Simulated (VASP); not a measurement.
Runs of VASP 6.6.1 on Cu. The structure is hexagonal, space group P6_3/mmc (No. 194). The conventional cell has a = 2.534 Å, b = 2.534 Å, c = 4.113 Å, α = 90.00°, β = 90.00°, γ = 120.00°. Around Cu (site symmetry -6m2) lie 12 Cu at 2.52 to 2.53 Å. This isn't the form of Cu at room conditions, which is fcc.

| task | level | potentials or basis | cell | cutoff (eV) | gap on the mesh (eV) | pressure (GPa) | V0 of scaled cells (Å³/atom) | relaxed volume (Å³/atom) | B0 (GPa) |
| --- | --- | --- | --- | --- | --- | --- | --- | --- | --- |
| relaxation of cell and atoms | LDA | VASP PAW LDA potentials, release 64 (Cu) | relaxed | 600 | none | 0.1 | - | 10.96 | - |
| equation of state | LDA | VASP PAW LDA potentials, release 64 (Cu) | P6_3/mmc, 10.96 Å³/atom | 520 | - | - | (a) | - | (b) |
| equation of state | PBEsol | VASP PAW PBE potentials, release 64 (Cu) | P6_3/mmc, 11.39 Å³/atom | 520 | - | - | 11.40 | - | 162 |
| relaxation of cell and atoms | PBEsol | VASP PAW PBE potentials, release 64 (Cu) | relaxed | 600 | none | 0.0 | - | 11.39 | - |

Alike in all rows: no spin polarisation; k mesh 10 × 10 × 6; smearing fermi-dirac 0.05 eV.

Q: Estimate the missing entries.

A: (a) 10.97; (b) 182.

Caveats: the cell was scaled at fixed shape and fractional positions, which overstates the stiffness of a crystal with free parameters, most of all of layers and chains (some runs); the PAW data sets were made with another functional, which shifts forces and pressure a little (some runs).

A gap of «none» marks a metal or a gap under the smearing width.
